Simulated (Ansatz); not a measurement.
NaCl: changing the share of exact exchange

It takes space group Fm-3m (No. 225, cubic). Conventional cell: a = 5.588 Å, b = 5.588 Å, c = 5.588 Å, α = 90.00°, β = 90.00°, γ = 90.00°. Cl (site symmetry m-3m) has 6 Na at 2.79 Å as nearest neighbours. Na (site symmetry m-3m) is surrounded by 6 Cl at 2.79 Å.

The cell is a database's computed one, not the measured one.

Kept alike: task single point; functional HSE(alpha, omega); k mesh 4 × 4 × 4; occupations fermi-dirac, width 0.05 eV; no spin polarisation. Program: Ansatz, PAW datasets made for the crystal, cutoff 200 eV. Screening held at 0.2 1/A. The mesh is that of the run's cell of 2 atoms. No spin-orbit coupling.

| share of exact exchange, α | band gap (eV) | pressure (GPa) |
| --- | --- | --- |
| 0.05 | 5.493 | 1.46 |
| 0.1 | 5.773 | 1.33 |
| 0.15 | 6.054 | 1.20 |
| 0.2 | 6.337 | 1.08 |
| 0.25 | 6.622 | 0.96 |
| 0.3 | 6.908 | 0.83 |
| 0.4 | ? | ? |
| 0.5 | 8.066 | 0.35 |

The k mesh is coarse, so the values aren't converged. Pressure is positive in compression, with a Pulay correction for the finite cutoff. A gap read on the mesh alone can miss an edge between its points. The mesh is thin for exact exchange.

Q: Fit the rows shown and predict the run at 0.4.

A: A least-squares line through the rows shown is band gap = 5.7195 α + 5.1983 (largest miss 0.0087); at α = 0.4 it gives 7.486 eV. A least-squares line through the rows shown is pressure = -2.461 α + 1.575 (largest miss 0.008); at α = 0.4 it gives 0.59 GPa. The run gave: band gap 7.484 eV; pressure 0.59 GPa.
